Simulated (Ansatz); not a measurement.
# W: a sweep of the PAW cutoff

Aim: hold W and all else fixed and vary the PAW cutoff, to see how far energy and properties move.

Computed with Ansatz 0.2.0 (DFT, PBE, PAW with Ansatz's default frozen-core files, scalar-relativistic, unless a step's input says otherwise).

### 1 The starting structure

The structure is cubic, space group Fm-3m (No. 225). The conventional cell has a = 4.060 Å, b = 4.060 Å, c = 4.060 Å, α = 90.00°, β = 90.00°, γ = 90.00°. W (site symmetry m-3m) has 12 W at 2.87 Å as nearest neighbours.

Coordinates:

```
CELL_PARAMETERS angstrom
0.00000 2.03000 2.03000
2.03000 0.00000 2.03000
2.03000 2.03000 0.00000
ATOMIC_POSITIONS crystal
W 0.00000 0.00000 0.00000
```

The geometry is a database entry used as it stands. It may stem from high pressure or temperature, or be incomplete, so it serves as a test cell.

### 2 With PAW files, cutoff 150 eV

Input file input.yaml:

```yaml
crystal:
  lattice:
    - [0.0, 2.03, 2.03]
    - [2.03, 0.0, 2.03]
    - [2.03, 2.03, 0.0]
  atoms:
    - { symbol: W, position: [0.0, 0.0, 0.0] }
kpoints:
  mp_grid: { grid: [14, 14, 14] }
scf:
  occupations: { method: fermi_dirac, width: 0.05 }
hamiltonian:
  xc: pbe
  pseudopotentials: { kind: paw }
output:
  forces: true
  stress: true
  eigenvalues: true
  efg: { contact_densities: true }
basis:
  ecutwfc: 150
```

### 3 With PAW files, cutoff 300 eV

input.yaml, as its differences from that of step 2:

```diff
@@ -20,2 +20,2 @@
 basis:
-  ecutwfc: 150
+  ecutwfc: 300
```

### 4 With PAW files, cutoff 350 eV

input.yaml, as its differences from that of step 3:

```diff
@@ -20,2 +20,2 @@
 basis:
-  ecutwfc: 300
+  ecutwfc: 350
```

### 5 With PAW files, cutoff 500 eV

input.yaml, as its differences from that of step 4:

```diff
@@ -20,2 +20,2 @@
 basis:
-  ecutwfc: 350
+  ecutwfc: 500
```

### 6 With PAW files, cutoff 600 eV

input.yaml, as its differences from that of step 5:

```diff
@@ -20,2 +20,2 @@
 basis:
-  ecutwfc: 500
+  ecutwfc: 600
```

(Steps that only read results are left out.)

What does the calculation give? Wanted: energy error of the loosest run; pressure, lowest to highest.

The runs gave:

| quantity | value |
| --- | --- |
| energy error of the loosest run (PAW) | 19413.5 meV/atom |
| within 1 meV/atom from | cutoff 500 eV |
| pressure, lowest to highest (PAW) | -58.45 to -4.67 GPa |

The loosest usable run is off by 19413.5 meV/atom from the tightest; from cutoff 500 eV on, all lie within 1 meV/atom of it. The energy falls at every step, as a growing basis should make it. The pressure spans 53.79 GPa (PAW). Spin-orbit coupling is left out, though the cell holds W; in elements this heavy it can shift bands and gaps by tenths of an eV.
